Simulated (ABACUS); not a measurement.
Crystal: Tc.

```xyz
2
Lattice="2.7400 0.0000 0.0000 -1.3700 2.3729 0.0000 0.0000 0.0000 4.3980" Properties=species:S:1:pos:R:3 pbc="T T T"
Tc    1.3700    0.7910    3.2985
Tc    0.0000    1.5819    1.0995
```

Base run:

| Item | Value |
| --- | --- |
| Program | ABACUS 3.10.1 |
| Functional | PBE |
| Potentials or basis | PseudoDojo NC SR 0.4.1 PBE standard |
| Cutoff | 1143 eV |
| Density cutoff | 4572 eV |
| Basis | plane waves |
| k mesh | 11 × 11 × 6 |
| Occupations | fermi-dirac, width 0.05 eV |
| Spin | no spin polarisation |

Its results: band gap on the k mesh none (metal or under the smearing width); pressure 3.3 GPa.

**Question.** The run is repeated on the same cell with these changes: cutoff from 1143 eV to 1361 eV; density cutoff from 4572 eV to 5442 eV; basis from plane waves to DZP LCAO (the cutoffs set its grid). What comes out?

**Answer.** Band gap on the k mesh none (metal or under the smearing width); pressure 5.3 GPa.

Caveats: the atomic orbitals were generated for these runs and aren't a published set (some runs); the basis of atomic orbitals isn't converged, which shifts pressures, moduli and gaps (some runs).

Not every run made on this cell is shown here.
